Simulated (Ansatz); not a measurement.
# HgTe (Coloradoite) (F-43m) in Ansatz: a series of runs

Runs on HgTe (Coloradoite). Level: PBEsol. Tasks: band structure.

All numbers are computed with Ansatz 0.2.0; they aren't measurements. Logs are shortened: lines on timing, memory, paths and dates and some standing lists are left out, and cuts for length are marked.

## 1. Starting point

It takes space group F-43m (No. 216, cubic). The conventional cell has a = 6.429 Å, b = 6.429 Å, c = 6.429 Å, α = 90.00°, β = 90.00°, γ = 90.00°. Around Hg (site symmetry -43m) lie 4 Te at 2.78 Å. Te (site symmetry -43m) has 4 Hg at 2.78 Å as nearest neighbours.

## 2. Band structure, PBEsol

Input file input.yaml:

```yaml
crystal:
  lattice:
    - [0.0, 3.2145, 3.2145]
    - [3.2145, 0.0, 3.2145]
    - [3.2145, 3.2145, 0.0]
  atoms:
    - { symbol: Hg, position: [0.0, 0.0, 0.0] }
    - { symbol: Te, position: [0.75, 0.75, 0.75] }
kpoints:
  mp_grid: { grid: [7, 7, 7] }
  band_path:
    path:
      - [0.0, 0.0, 0.0]
      - [0.5, 0.0, 0.5]
      - [0.5, 0.25, 0.75]
      - [0.375, 0.375, 0.75]
      - [0.0, 0.0, 0.0]
      - [0.5, 0.5, 0.5]
      - [0.625, 0.25, 0.625]
      - [0.5, 0.25, 0.75]
    npoints: 10
scf:
  occupations: { method: fermi_dirac, width: 0.05 }
hamiltonian:
  xc: pbesol
  pseudopotentials:
    kind: all_electron
    lapw: { basis_error: 0.001 }
    dirac_shells: { Hg: ["4p", "4d"], Te: ["3p", "3d"] }
output:
  forces: true
  stress: true
  eigenvalues: true
```

Potentials or basis: all-electron LAPW, inner shells corrected to Dirac's equation.

Command:

```
$ ansatz run input.yaml --threads 1 --pin off --max-ram 3072MiB --backend cpu --events-out ev --progress --plain --runs-dir out
```

The program printed:

```text
Warning: RAYON_NUM_THREADS=1 ignored (pool sized by the plan → 1); use --threads N
LAPW: plane waves up to 8.294 Å⁻¹, error target 1.0e-3 eV per atom; small_component_spin mean_spin; Te in spheres of 1.373 Å, 24 of its electrons in bands, Dirac shells [2p, 3p, 3d]; Hg in spheres of 1.410 Å, 44 of its electrons in bands, Dirac shells [2p, 3p, 4p, 3d, 4d] (how accurate: hamiltonian.pseudopotentials.lapw.basis_error, Limitations)
Engine: ansatz 0.2.0, aarch64-unknown-linux-gnu
Pseudopotentials: kind: all_electron
Pseudopotential: Hg, LAPW, valence charge 44, lapw/all_electron/scalar/gaussian/Hg, Koelling and Harmon's equation with Dirac's for 2p 3p 4p 3d 4d, gaussian nucleus
Pseudopotential: Te, LAPW, valence charge 24, lapw/all_electron/scalar/gaussian/Te, Koelling and Harmon's equation with Dirac's for 2p 3p 3d, gaussian nucleus
Functional definition: PBEsol
  exchange = pbesol_x
  correlation = pbesol_c
Crystal: 2 atoms, lattice volume = 66.431 Å³
Basis set: ecut = 262.0612818953375 eV, 645 PW (Γ), exchange–correlation at level 2
Bands: 41, of which v1, the nominal top of the filled ones, is band 34 counted from 1 (33 counted from 0)
Symmetry: 24 space group operations
Space group: F-43m (ITA 216), of the structure as read, at distance tolerance 4.1e-5 Å
k-points: 20 of 343 (time reversal used)
Non-local potential: Hg, projectors of the file, none
Non-local potential: Te, projectors of the file, none
Initial density: superposition of atomic densities (chi_scale 0.1, normalization cell, long waves kept (reshape's long-wave potential 0.00 eV rms))
Initial wavefunctions: plane waves of lowest kinetic energy (no species holds an atomic orbital)
Functional: x = pbesol(κ = 0.804, μ = 0.12345679012345678), c = pbesol(β = 0.046)
iter 1 solved again at ethr=5.88e-4 eV; its pass at ethr=1.00e-1 eV (dr2=4.00e-1 eV) is discarded
SCF iter   1: F=—  HF=-719617.148751 eV  |F-HF|=—  |Δ(HF+E_count)|=         —  Δρ=1.87e-2  dr2=4.00e-1  ethr=5.88e-4  ⟨swp⟩=2.4  Hψ=5115  notcnv=0
preconditioner: auto → none  [insulator: Δε(μ)=0.790 eV  Ē_g=12.251 eV  σ=0.050 eV  W_gap=0.69  n_scr=14 (ndim 8)  ℏωp=19.3 eV  f_vac=0.324  D(μ)=0.08/eV (n_scr^D=0)  ε∞_Penn≈3.5]
iter 2 solved again at ethr=4.29e-5 eV; its pass at ethr=5.88e-4 eV (dr2=2.92e-2 eV) is discarded
SCF iter   2: F=—  HF=-719616.957769 eV  |F-HF|=—  |Δ(HF+E_count)|=   1.91e-1  Δρ=6.10e-3  dr2=2.92e-2  ethr=4.29e-5  ⟨swp⟩=2.0  Hψ=4215  notcnv=0
SCF iter   3: F=—  HF=-719616.917971 eV  |F-HF|=—  |Δ(HF+E_count)|=   3.98e-2  Δρ=3.67e-3  dr2=6.85e-3  ethr=4.29e-5  ⟨swp⟩=2.0  Hψ=2512  notcnv=0
SCF iter   4: F=—  HF=-719616.916703 eV  |F-HF|=—  |Δ(HF+E_count)|=         —  Δρ=8.66e-4  dr2=3.66e-4  ethr=1.01e-5  ⟨swp⟩=2.0  Hψ=2381  notcnv=0
the basis was enlarged: its passes take 45.3 KiB over the memory plan, 1 of 1 planned eigensolver slots
SCF iter   5: F=—  HF=-719616.916638 eV  |F-HF|=—  |Δ(HF+E_count)|=   6.48e-5  Δρ=1.11e-4  dr2=4.93e-6  ethr=5.38e-7  ⟨swp⟩=2.0  Hψ=2381  notcnv=0
SCF iter   6: F=—  HF=-719616.916642 eV  |F-HF|=—  |Δ(HF+E_count)|=   3.84e-6  Δρ=1.99e-5  dr2=2.39e-7  ethr=7.25e-9  ⟨swp⟩=2.8  Hψ=2404  notcnv=0
SCF iter   7: F=-719616.916642 eV  HF=-719616.916642 eV  |F-HF|=2.90e-8  |Δ(HF+E_count)|=   1.90e-7  Δρ=5.05e-6  dr2=1.29e-8  ethr=3.52e-10  ⟨swp⟩=3.0  Hψ=2465  notcnv=0
SCF 1 converged in 7 iterations: F = -719616.916642 eV  dr2 = 1.29e-8
NSCF: frozen V_eff on 71 k-points
SCF converged after 7 iterations
Free energy (F): -719616.916642 eV
Harris-Foulkes:  -719616.916642 eV  (|F-HF|=2.90e-8)
Internal energy: -719616.915958 eV  (E = F + TS)
E sigma→0 (E₀):  -719616.916300 eV
Entropy (-TS):   -0.000684 eV (-0.342 meV/atom)
Fermi energy:    11.039221 eV
--- Per-component energies (eV) ---
  E_band       = -6061.795349
  E_kinetic    = 811840.261069
  E_xc         = -14735.946262
  E_electrostatic = -1516721.230765  (all electrons and nuclei)
  E_smearing   = -0.000684  (= −TS)
  E_closure    = 0.000000  (closes the sum)
  E_atoms      = -719612.563801  (free atoms, spherical and without spin; not in F)
  Σ components = -719616.916642   (vs F -719616.916642, Δ=0.00e0)
  Basis errors (estimates in eV, not in F): energy 4.3e-4 per atom: plane waves 4.0e-4 (2.3e-4 summed), levels above the bands 1.7e-81, relativity 2.8e-8, radial functions 3.5e-5, core shells 1.4e-8; eigenvalues (radial functions only) 8.8e-7; not estimated: angular momenta, meshes, grids; target (lapw.basis_error) 1.0e-3; muffin-tin radii Te 1.373 Å, Hg 1.410 Å
--- Forces (eV/Å), atoms counted from 1 ---
  atom   1  Hg     0.00000000    -0.00000000     0.00000000
  atom   2  Te    -0.00000000     0.00000000     0.00000000
  max |Σ_I F_I| component: 1.39e-17 eV/Å
--- Stress (GPa, compression-positive) ---
        1.801693      -0.000000      -0.000000
       -0.000000       1.801693       0.000000
       -0.000000       0.000000       1.801693
  P = ⅓ Tr σ = 1.8017 GPa (18.017 kbar)
--- Band table (eV; the first three rows and the last of 20) ---
  k-point 0: bands = ["-333.7349", "-333.7349", "-333.7330", "-333.7330", "-333.7330", "-148.1646", "-103.9778", "-98.2669", "-98.2669", "-98.2669", "-81.9221", "-81.9221", "-81.9221", "-81.9210", "-81.9210", "-81.9210", "-81.9199", "-52.3857", "-52.3857", "-52.3857", "-25.7293", "-25.7293", "-25.7293", "-25.7200", "-25.7200", "-1.1442", "3.5546", "3.5546", "3.5546", "4.1096", "4.1096", "10.2381", "10.9989", "10.9989", "10.9989", "15.1684", "15.1684", "15.1684", "17.2890", "20.7098", "20.7098"]
  k-point 1: bands = ["-333.7349", "-333.7349", "-333.7330", "-333.7330", "-333.7330", "-148.1646", "-103.9778", "-98.2669", "-98.2669", "-98.2669", "-81.9221", "-81.9221", "-81.9221", "-81.9210", "-81.9210", "-81.9210", "-81.9199", "-52.3857", "-52.3857", "-52.3857", "-25.7294", "-25.7293", "-25.7293", "-25.7199", "-25.7199", "-1.0405", "3.5832", "3.5832", "3.5917", "4.1068", "4.1068", "8.8927", "10.7664", "10.7664", "11.7112", "15.1028", "15.4697", "15.4697", "18.4386", "19.6410", "19.6410"]
  k-point 2: bands = ["-333.7349", "-333.7349", "-333.7330", "-333.7330", "-333.7330", "-148.1646", "-103.9778", "-98.2669", "-98.2669", "-98.2669", "-81.9221", "-81.9221", "-81.9221", "-81.9210", "-81.9210", "-81.9210", "-81.9199", "-52.3858", "-52.3857", "-52.3857", "-25.7296", "-25.7292", "-25.7292", "-25.7199", "-25.7199", "-0.7931", "3.6414", "3.6414", "3.7782", "4.1107", "4.1107", "7.1284", "10.3228", "10.3228", "11.7973", "15.8967", "15.8967", "16.2073", "18.4966", "19.6017", "19.6017"]
  k-point 19: bands = ["-333.7349", "-333.7349", "-333.7330", "-333.7330", "-333.7330", "-148.1646", "-103.9778", "-98.2669", "-98.2669", "-98.2669", "-81.9221", "-81.9221", "-81.9221", "-81.9210", "-81.9210", "-81.9210", "-81.9199", "-52.3858", "-52.3858", "-52.3858", "-25.7297", "-25.7293", "-25.7288", "-25.7199", "-25.7196", "-0.3547", "3.7678", "3.8286", "4.0373", "4.0943", "4.6832", "5.4224", "8.0176", "8.7605", "13.8145", "15.3506", "16.6003", "17.4867", "19.6705", "21.1019", "22.8495"]
```

Run time: 26 s. Hardware: 1 thread of Arm Neoverse V2, shared host; peak memory 0.32 GiB.

Results:

```yaml
Free_energy: -719616.9166 eV
Pressure: 1.8 GPa
Band_gap_along_the_path: none (metal or under the smearing width)
```

Levels at the corners of the path, in eV from the Fermi level:
| point | band 30 | band 31 | band 32 | band 33 | band 34 | band 35 | band 36 | band 37 | band 38 | band 39 |
| --- | --- | --- | --- | --- | --- | --- | --- | --- | --- | --- |
| Γ | -6.93 | -6.93 | -0.80 | -0.04 | -0.04 | -0.04 | 4.13 | 4.13 | 4.13 | 6.25 |
| X | -6.86 | -6.46 | -5.59 | -2.40 | -2.40 | 1.81 | 2.30 | 8.10 | 8.86 | 8.86 |
| W | -6.98 | -6.28 | -5.69 | -2.82 | -2.69 | 3.10 | 4.49 | 5.18 | 6.02 | 9.47 |
| K | -6.90 | -6.37 | -5.62 | -3.07 | -2.00 | 2.15 | 3.91 | 6.91 | 7.14 | 7.60 |
| Γ | -6.93 | -6.93 | -0.80 | -0.04 | -0.04 | -0.04 | 4.13 | 4.13 | 4.13 | 6.25 |
| L | -6.91 | -6.62 | -5.68 | -1.07 | -1.07 | 0.60 | 4.95 | 4.95 | 6.65 | 7.75 |
| U | -6.90 | -6.37 | -5.62 | -3.07 | -2.00 | 2.15 | 3.91 | 6.91 | 7.14 | 7.60 |
| W | -6.98 | -6.28 | -5.69 | -2.82 | -2.69 | 3.10 | 4.49 | 5.18 | 6.02 | 9.47 |

Caveat: spin-orbit coupling is left out, which moves the levels of the heavy elements.

## 3. Band structure, PBEsol

input.yaml: that of step 2 with these lines changed.

```diff
@@ -9,3 +9,3 @@
 kpoints:
-  mp_grid: { grid: [7, 7, 7] }
+  mp_grid: { grid: [5, 5, 5] }
   band_path:
@@ -20,3 +20,3 @@
       - [0.5, 0.25, 0.75]
-    npoints: 10
+    npoints: 6
 scf:
@@ -25,6 +25,3 @@
   xc: pbesol
-  pseudopotentials:
-    kind: all_electron
-    lapw: { basis_error: 0.001 }
-    dirac_shells: { Hg: ["4p", "4d"], Te: ["3p", "3d"] }
+  pseudopotentials: { kind: all_electron, lapw: { basis_error: 0.001 } }
 output:
```

Potentials or basis: all-electron LAPW, scalar-relativistic.

Command:

```
$ ansatz run input.yaml --threads 1 --pin off --max-ram 3072MiB --backend cpu --events-out ev --progress --plain --runs-dir out
```

The program printed:

```text
Warning: RAYON_NUM_THREADS=1 ignored (pool sized by the plan → 1); use --threads N
LAPW: plane waves up to 8.293 Å⁻¹, error target 1.0e-3 eV per atom; small_component_spin mean_spin; Te in spheres of 1.373 Å, 24 of its electrons in bands, Dirac shells []; Hg in spheres of 1.410 Å, 44 of its electrons in bands, Dirac shells [] (how accurate: hamiltonian.pseudopotentials.lapw.basis_error, Limitations)
Engine: ansatz 0.2.0, aarch64-unknown-linux-gnu
Pseudopotentials: kind: all_electron
Pseudopotential: Hg, LAPW, valence charge 44, lapw/all_electron/scalar/gaussian/Hg, Koelling and Harmon's equation, gaussian nucleus
Pseudopotential: Te, LAPW, valence charge 24, lapw/all_electron/scalar/gaussian/Te, Koelling and Harmon's equation, gaussian nucleus
[... 42 lines left out ...]
  Σ components = -718490.618973   (vs F -718490.618973, Δ=0.00e0)
  Basis errors (estimates in eV, not in F): energy 4.3e-4 per atom: plane waves 4.0e-4 (2.3e-4 summed), levels above the bands 2.0e-84, relativity 1.8e-8, radial functions 3.6e-5, core shells 1.4e-8; eigenvalues (radial functions only) 8.6e-7; not estimated: angular momenta, meshes, grids; target (lapw.basis_error) 1.0e-3; muffin-tin radii Te 1.373 Å, Hg 1.410 Å
--- Forces (eV/Å), atoms counted from 1 ---
  atom   1  Hg     0.00000000    -0.00000000    -0.00000000
  atom   2  Te    -0.00000000     0.00000000     0.00000000
  max |Σ_I F_I| component: 1.16e-17 eV/Å
--- Stress (GPa, compression-positive) ---
        1.922407       0.000000      -0.000000
        0.000000       1.922407       0.000000
       -0.000000       0.000000       1.922407
  P = ⅓ Tr σ = 1.9224 GPa (19.224 kbar)
--- Band table (eV; the first three rows and the last of 10) ---
  k-point 0: bands = ["-334.0683", "-334.0683", "-334.0662", "-334.0662", "-334.0662", "-148.1587", "-104.0274", "-98.2624", "-98.2624", "-98.2624", "-81.9883", "-81.9883", "-81.9883", "-81.9872", "-81.9872", "-81.9872", "-81.9860", "-52.4292", "-52.4292", "-52.4292", "-25.7103", "-25.7103", "-25.7103", "-25.7009", "-25.7009", "-1.1366", "3.5548", "3.5548", "3.5548", "4.1080", "4.1080", "10.2371", "11.0038", "11.0038", "11.0038", "15.1659", "15.1659", "15.1659", "17.2922", "20.7107", "20.7107"]
  k-point 1: bands = ["-334.0683", "-334.0683", "-334.0662", "-334.0662", "-334.0662", "-148.1587", "-104.0274", "-98.2624", "-98.2624", "-98.2624", "-81.9883", "-81.9883", "-81.9883", "-81.9872", "-81.9872", "-81.9872", "-81.9860", "-52.4292", "-52.4292", "-52.4292", "-25.7104", "-25.7102", "-25.7102", "-25.7008", "-25.7008", "-0.9431", "3.6062", "3.6062", "3.6399", "4.1048", "4.1048", "8.1804", "10.5956", "10.5956", "11.8242", "15.3942", "15.6687", "15.6687", "18.7028", "19.4753", "19.4753"]
  k-point 2: bands = ["-334.0683", "-334.0683", "-334.0662", "-334.0662", "-334.0662", "-148.1587", "-104.0274", "-98.2624", "-98.2624", "-98.2624", "-81.9883", "-81.9883", "-81.9883", "-81.9872", "-81.9872", "-81.9872", "-81.9860", "-52.4293", "-52.4292", "-52.4292", "-25.7107", "-25.7101", "-25.7101", "-25.7007", "-25.7007", "-0.6004", "3.6741", "3.6741", "4.1231", "4.1231", "4.1305", "5.9166", "10.0587", "10.0587", "11.6828", "15.9849", "15.9849", "17.4347", "18.3810", "20.4027", "20.4027"]
  k-point 9: bands = ["-334.0683", "-334.0683", "-334.0662", "-334.0662", "-334.0662", "-148.1587", "-104.0274", "-98.2624", "-98.2624", "-98.2624", "-81.9883", "-81.9883", "-81.9883", "-81.9872", "-81.9872", "-81.9872", "-81.9860", "-52.4293", "-52.4293", "-52.4292", "-25.7108", "-25.7102", "-25.7098", "-25.7008", "-25.7005", "-0.3836", "3.7677", "3.7973", "4.0027", "4.1163", "4.5034", "5.6771", "8.1754", "8.8780", "13.8369", "15.1332", "16.0535", "18.3221", "19.3048", "21.0681", "22.6194"]
```

Run time: 15 s. Hardware: 1 thread of Arm Neoverse V2, shared host; peak memory 0.28 GiB.

What came out:

```yaml
Free_energy: -718490.6190 eV
Pressure: 1.9 GPa
Band_gap_along_the_path: none (metal or under the smearing width)
```

Levels at the corners of the path, in eV from the Fermi level:
```tsv
point	band 32	band 33	band 34	band 35	band 36	band 37
Γ	-0.80	-0.03	-0.03	-0.03	4.13	4.13
X	-5.59	-2.40	-2.40	1.81	2.30	8.10
W	-5.69	-2.82	-2.68	3.10	4.49	5.18
K	-5.62	-3.07	-2.00	2.15	3.91	6.91
Γ	-0.80	-0.03	-0.03	-0.03	4.13	4.13
L	-5.67	-1.06	-1.06	0.60	4.95	4.95
U	-5.62	-3.07	-2.00	2.15	3.91	6.91
W	-5.69	-2.82	-2.68	3.10	4.49	5.18
```

Caveat: the k mesh is thin for a metal, which can move the energy by tens of meV per atom; spin-orbit coupling is left out, which moves the levels of the heavy elements.

## 4. Band structure, PBEsol, spin-orbit coupling, no magnetisation

input.yaml: that of step 3 with these lines changed.

```diff
@@ -26,2 +26,5 @@
   pseudopotentials: { kind: all_electron, lapw: { basis_error: 0.001 } }
+magnetization:
+  noncollinear: true
+  spin_orbit: true
 output:
```

Potentials or basis: all-electron LAPW, relativistic spinors.

Command:

```
$ ansatz run input.yaml --threads 1 --pin off --max-ram 3072MiB --backend cpu --events-out ev --progress --plain --runs-dir out
```

Run time: 93 s. Hardware: 1 thread of Arm Neoverse V2, shared host; peak memory 0.52 GiB.

Results (log left out):

```
Free energy             : -719628.3614 eV
Pressure                : 1.4 GPa
Band gap along the path : none (metal or under the smearing width)
```

Levels at the corners of the path, in eV from the Fermi level:
```
point  band 66  band 67  band 68  band 69  band 70  band 71
    Γ    -0.79     0.00     0.00     0.00     0.00     3.00
    X    -2.75    -2.59    -2.59     1.60     1.60     2.06
    W    -2.99    -2.94    -2.85     2.65     3.09     4.23
    K    -3.33    -2.27    -2.23     1.84     1.99     3.62
    Γ    -0.79     0.00     0.00     0.00     0.00     3.00
    L    -1.59    -1.04    -1.04     0.36     0.36     4.40
    U    -3.33    -2.27    -2.23     1.84     1.99     3.62
    W    -2.99    -2.94    -2.85     2.65     3.09     4.23
```

Caveat: the k mesh is thin for a metal, which can move the energy by tens of meV per atom.

## 5. Overview

| potentials or basis | spin | k mesh | pressure (GPa) |
| --- | --- | --- | --- |
| all-electron LAPW, inner shells corrected to Dirac's equation | off | 7 × 7 × 7 | 1.8 |
| all-electron LAPW, scalar-relativistic | off | 5 × 5 × 5 | 1.9 |
| all-electron LAPW, relativistic spinors | SOC, no magnetisation | 5 × 5 × 5 | 1.4 |

Alike in all rows: task band structure; level PBEsol; cell as given; cutoff (eV) 262; smearing fermi-dirac 0.05 eV; basis error allowed 0.001 eV/atom.

Caveats: spin-orbit coupling is left out, which moves the levels of the heavy elements (some runs); the k mesh is thin for a metal, which can move the energy by tens of meV per atom (some runs).

Compare energies only between runs with the same functional and basis.
